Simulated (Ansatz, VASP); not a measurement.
**Two plane-wave programs on GaN**

```
CELL_PARAMETERS angstrom
3.25018 0.00000 0.00000
-1.62509 2.81474 0.00000
0.00000 0.00000 5.29517
ATOMIC_POSITIONS crystal
Ga 0.33333 0.66667 0.99915
Ga 0.66667 0.33333 0.49915
N 0.33333 0.66667 0.37585
N 0.66667 0.33333 0.87585
```

Alike in both runs: task single point; functional PBE; k mesh 9 × 9 × 4; no spin polarisation.

|  | VASP | Ansatz |
| --- | --- | --- |
| version | VASP 6.6.1 | Ansatz 0.2.0 |
| potentials or method | VASP PAW PBE potentials, release 64 (Ga_d, N) | plane waves, PAW |
| plane-wave cutoff (eV) | 520 | 420 |
| occupations | gaussian, width 0.01 eV | fixed |
| valence electrons in the cell | 36 | 36 |

|  | VASP | Ansatz | Ansatz less VASP |
| --- | --- | --- | --- |
| gap on the k mesh at the Fermi level (eV) | 1.52 | 1.51 | -0.004 |
| pressure (GPa) | -4.6 | -4.8 | -0.14 |
| rms of the force components (eV/Å) | 0.003 | 0.003 | 0.0000 |

Atom by atom the forces differ by 0.000 eV/Å (rms over components).

As with any semilocal functional, this PBE gap is likely too small.
